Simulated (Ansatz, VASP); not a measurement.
One calculation of SiC, two programs

```
Si C
1.0
     0.00000    2.01266    2.01266
     2.01266    0.00000    2.01266
     2.01266    2.01266    0.00000
Si C
1 1
Direct
  0.00000 0.00000 0.00000
  0.50000 0.50000 0.50000
```

The cell was built by a generator and needn't be a form met in nature.

Alike in both runs: functional r2SCAN; k mesh 8 × 8 × 8; occupations gaussian, width 0.1 eV; no spin polarisation.

Ansatz relaxed the structure, and its values are those at the end. VASP's run is a single point on that final structure, the one shown.

|  | VASP | Ansatz |
| --- | --- | --- |
| version | VASP 6.6.1 | Ansatz 0.2.0 |
| potentials or method | VASP PAW PBE potentials, release 64 (Si, C) | scalar-relativistic, plane waves, PAW |
| plane-wave cutoff (eV) | 520 | 500 |
| valence electrons in the cell | 8 | 8 |

|  | VASP | Ansatz | Ansatz less VASP |
| --- | --- | --- | --- |
| gap on the k mesh at the Fermi level (eV) | none | none | - |
| pressure (GPa) | 0.3 | 0.0 | -0.28 |

A gap of «none» marks a metal or a gap that the smearing closes.

Caveats: the PAW data sets were made with another functional, which shifts forces and pressure a little (VASP).
